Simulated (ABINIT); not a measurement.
# TiC (Fm-3m) in ABINIT: convergence with nband

Aim: find how far nband must go before the results for TiC settle, at r2SCAN. This setting moves, with any that are tied to it; all else stays.

Program: ABINIT 10.8.3 (patched build). These are calculated values, not measurements. Logs are shortened: lines on timing, memory, paths and dates and some standing lists are left out, and cuts for length are marked. The log counts tension as positive stress, the text compression.

## Step 1: The crystal as given

It takes space group Fm-3m (No. 225, cubic). Conventional cell: a = 4.331 Å, b = 4.331 Å, c = 4.331 Å, α = 90.00°, β = 90.00°, γ = 90.00°. Ti (site symmetry m-3m) is surrounded by 6 C at 2.17 Å. C (site symmetry m-3m) is surrounded by 6 Ti at 2.17 Å.

The cell is a database's computed one.

## Step 2: With nband 9

run.abi

```
# Pseudopotentials
pp_dirpath "./"
pseudos "Ti.upf, C.upf"

# Structure
acell 3*1.0 Angstrom
rprim
     0.0000000000     2.1657188437     2.1657188437
     2.1657188437     0.0000000000     2.1657188437
     2.1657188437     2.1657188437     0.0000000000
ntypat 2
znucl 22 6
natom 2
typat 1 2
xred
     0.0000000000     0.0000000000     0.0000000000
     0.5000000000     0.5000000000     0.5000000000

# Plane-wave basis
ecut 50.0

# k points
kptopt 1
ngkpt 11 11 11
nshiftk 1
shiftk 0.0 0.0 0.0

# Exchange and correlation
ixc -497498
usekden 1
nc_xccc_gspace 1
boxcutmin 3.0

# Bands and occupations
nband 9
occopt 4
tsmear 0.00183747

# SCF cycle
nstep 100
tolvrs 1.0e-9

# Output
iomode 3
prtwf 0
prtden 0
prteig 0
prtebands 0
enunit 2
```

Potentials or basis: PseudoDojo NC SR PBE v0.5 standard.

Command:

```bash
$ abinit run.abi > log 2>&1
```

It took 16 min on 1 thread of Arm Neoverse V2, shared host; peak memory 0.17 GiB.

Results (log left out):

```yaml
Free_energy: -1787.8392 eV
Pressure: -0.5 GPa
Band_gap_on_the_k_mesh: none (metal or under the smearing width)
Valence_electrons_inside_the_program's_atomic_spheres: Ti 9.49; C 3.96
```

## Step 3: With nband 10

run.abi: that of step 2 with these lines changed.

```diff
@@ -34,3 +34,3 @@
 # Bands and occupations
-nband 9
+nband 10
 occopt 4
```

Potentials or basis: PseudoDojo NC SR PBE v0.5 standard.

Command:

```bash
$ abinit run.abi > log 2>&1
```

Run time: 9.5 min. Hardware: 1 thread of Arm Neoverse V2, shared host; peak memory 0.17 GiB.

It converged, with:

| Quantity | Value |
| --- | --- |
| Free energy | -1787.8392 eV |
| Pressure | -0.5 GPa |
| Band gap on the k mesh | none (metal or under the smearing width) |
| Valence electrons inside the program's atomic spheres | Ti 9.49; C 3.96 |

## Step 4: With nband 11

run.abi: that of step 3 with these lines changed.

```diff
@@ -34,3 +34,3 @@
 # Bands and occupations
-nband 10
+nband 11
 occopt 4
```

Command:

```bash
$ abinit run.abi > log 2>&1
```

Wall time 9.8 min (1 thread of Arm Neoverse V2, shared host); peak memory 0.17 GiB.

The run converged. Its results:

```yaml
Free_energy: -1787.8392 eV
Pressure: -0.5 GPa
Band_gap_on_the_k_mesh: none (metal or under the smearing width)
Valence_electrons_inside_the_program's_atomic_spheres: Ti 9.49; C 3.96
```

## Step 5: With nband 12

run.abi: that of step 4 with these lines changed.

```diff
@@ -34,3 +34,3 @@
 # Bands and occupations
-nband 11
+nband 12
 occopt 4
```

Command:

```bash
$ abinit run.abi > log 2>&1
```

Wall time 10 min (1 thread of Arm Neoverse V2, shared host); peak memory 0.17 GiB.

The run converged. Its results:

```
Free energy                                           : -1787.8392 eV
Pressure                                              : -0.5 GPa
Band gap on the k mesh                                : none (metal or under the smearing width)
Valence electrons inside the program's atomic spheres : Ti 9.49; C 3.96
```

## Step 6: With nband 13

run.abi: that of step 5 with these lines changed.

```diff
@@ -34,3 +34,3 @@
 # Bands and occupations
-nband 12
+nband 13
 occopt 4
```

Potentials or basis: PseudoDojo NC SR PBE v0.5 standard.

Command:

```bash
$ abinit run.abi > log 2>&1
```

Wall time 10 min (1 thread of Arm Neoverse V2, shared host); peak memory 0.17 GiB.

The run converged. Its results:

```yaml
Free_energy: -1787.8392 eV
Pressure: -0.5 GPa
Band_gap_on_the_k_mesh: none (metal or under the smearing width)
Valence_electrons_inside_the_program's_atomic_spheres: Ti 9.49; C 3.96
```

## Step 7: With nband 16

run.abi: that of step 6 with these lines changed.

```diff
@@ -34,3 +34,3 @@
 # Bands and occupations
-nband 13
+nband 16
 occopt 4
```

Potentials or basis: PseudoDojo NC SR PBE v0.5 standard.

Command:

```bash
$ abinit run.abi > log 2>&1
```

run.abo:

```text
.Version 10.8.3 of ABINIT
 Symmetries : space group Fm -3 m (#225); Bravais cF (face-center cubic)
================================================================================
 Values of the parameters that define the memory need of the present run
     intxc =       0    ionmov =       0      iscf =       7    lmnmax =       6
     lnmax =       6     mgfft =      60  mpssoang =       3    mqgrid =    3001
     natom =       2  nloc_mem =       1    nspden =       1   nspinor =       1
    nsppol =       1      nsym =      48    n1xccc =    2501    ntypat =       2
    occopt =       4   xclevel =       2
       mpw =        2331          nfft =      216000          nkpt =          56
================================================================================
================================================================================

--------------------------------------------------------------------------------
------------- Echo of variables that govern the present computation ------------
--------------------------------------------------------------------------------
 -outvars: echo values of preprocessed input variables --------
            acell      1.8897261259E+00  1.8897261259E+00  1.8897261259E+00 Bohr
              amu      4.78800000E+01  1.20110000E+01
        boxcutmin      3.00000000E+00
             ecut      5.00000000E+01 Hartree
           enunit           2
                       outvar_i_n : Printing only first  50 k-points.
              ixc     -497498
                       outvar_i_n : Printing only first  50 k-points.
         kptrlatt       11    0    0      0   11    0      0    0   11
          kptrlen      6.36661555E+01
            natom           2
            nband          16
   nc_xccc_gspace           1
            ngfft          60      60      60
             nkpt          56
            nstep         100
[... 173 lines left out ...]
      occupation numbers for kpt#   1
   2.00000    2.00000    2.00000    2.00000    2.00000    0.00000    0.00000    0.00000
   0.00000    0.00000    0.00000    0.00000    0.00000    0.00000    0.00000    0.00000
 prteigrs : prtvol=0 or 1, do not print more k-points.

 Fermi (or HOMO) energy (eV) =  11.28995   Average Vxc (eV)= -13.73492
 Eigenvalues (   eV  ) for nkpt=  56  k points:
 kpt#   1, nband= 16, wtk=  0.00075, kpt=  0.0000  0.0000  0.0000 (reduced coord)
 -48.62109  -23.24919  -23.24919  -23.24919   -2.36230   12.02325   12.02325   12.02325
  12.81993   12.81993   12.81993   12.99671   12.99671   21.95380   25.86673   31.80186
 prteigrs : prtvol=0 or 1, do not print more k-points.

--- !EnergyTerms
iteration_state     : {dtset: 1, }
comment             : Components of total free energy in Hartree
kinetic             :  2.70880851396411E+01
hartree             :  1.13338365521934E+01
xc                  : -1.11421847622737E+01
Ewald energy        : -5.12015050544116E+01
psp_core            :  2.21678948357403E+00
local_psp           : -4.47109096493309E+01
non_local_psp       :  7.14021859465596E-01
internal            : -6.57018664311421E+01
'-kT*entropy'       : -1.07525046210101E-05
total_energy        : -6.57018771836467E+01
total_energy_eV     : -1.78783915713022E+03
band_energy         : -6.92593087232934E+00
...

 Cartesian components of stress tensor (hartree/bohr^3)
  sigma(1 1)=  1.84143868E-05  sigma(3 2)=  0.00000000E+00
  sigma(2 2)=  1.84143868E-05  sigma(3 1)=  0.00000000E+00
  sigma(3 3)=  1.84143868E-05  sigma(2 1)=  0.00000000E+00

-Cartesian components of stress tensor (GPa)         [Pressure= -5.4177E-01 GPa]
- sigma(1 1)=  5.41769963E-01  sigma(3 2)=  0.00000000E+00
- sigma(2 2)=  5.41769963E-01  sigma(3 1)=  0.00000000E+00
- sigma(3 3)=  5.41769963E-01  sigma(2 1)=  0.00000000E+00

== END DATASET(S) ==============================================================
================================================================================

 -outvars: echo values of variables after computation  --------
            acell      1.8897261259E+00  1.8897261259E+00  1.8897261259E+00 Bohr
           etotal     -6.5701877184E+01
            fcart     -0.0000000000E+00 -0.0000000000E+00 -0.0000000000E+00
                      -0.0000000000E+00 -0.0000000000E+00 -0.0000000000E+00
            rprim      0.0000000000E+00  2.1657188437E+00  2.1657188437E+00
                       2.1657188437E+00  0.0000000000E+00  2.1657188437E+00
                       2.1657188437E+00  2.1657188437E+00  0.0000000000E+00
           strten      1.8414386769E-05  1.8414386769E-05  1.8414386769E-05
                       0.0000000000E+00  0.0000000000E+00  0.0000000000E+00
           xangst      0.0000000000E+00  0.0000000000E+00  0.0000000000E+00
                       2.1657188437E+00  2.1657188437E+00  2.1657188437E+00
             xred      0.0000000000E+00  0.0000000000E+00  0.0000000000E+00
                       5.0000000000E-01  5.0000000000E-01  5.0000000000E-01
 Calculation completed.
```

It took 13 min on 1 thread of Arm Neoverse V2, shared host; peak memory 0.18 GiB.

Results:

* Free energy: -1787.8392 eV
* Pressure: -0.5 GPa
* Band gap on the k mesh: none (metal or under the smearing width)
* Valence electrons inside the program's atomic spheres: Ti 9.49; C 3.96

## Step 8: With nband 22

run.abi: that of step 7 with these lines changed.

```diff
@@ -34,3 +34,3 @@
 # Bands and occupations
-nband 16
+nband 22
 occopt 4
```

Command:

```bash
$ abinit run.abi > log 2>&1
```

Run time: 95 s. Hardware: 1 thread of Arm Neoverse V2, shared host.

The calculation hadn't finished when its time ran out.

## Step 9: Result

| nband | energy less the tightest run (meV/atom) | SCF cycles | CPU time (s) | peak memory (GiB) |
| --- | --- | --- | --- | --- |
| 9 | 0.00 | 30 | 970 | 0.17 |
| 10 | 0.00 | 15 | 570 | 0.17 |
| 11 | 0.00 | 14 | 590 | 0.17 |
| 12 | 0.00 | 13 | 600 | 0.17 |
| 13 | 0.00 | 12 | 600 | 0.17 |
| 16 | 0.00 | 13 | 770 | 0.18 |
| 22 | timed out after 95 s | - | - | - |

Against the tightest run, the energy stays within 1 meV/atom from 9 on. The tightest run that finished is the yardstick and may itself not be fully converged.

Caveats: a meta-GGA on potentials with a model core is unreliable; the potentials were made for another functional, which shifts forces and pressure.
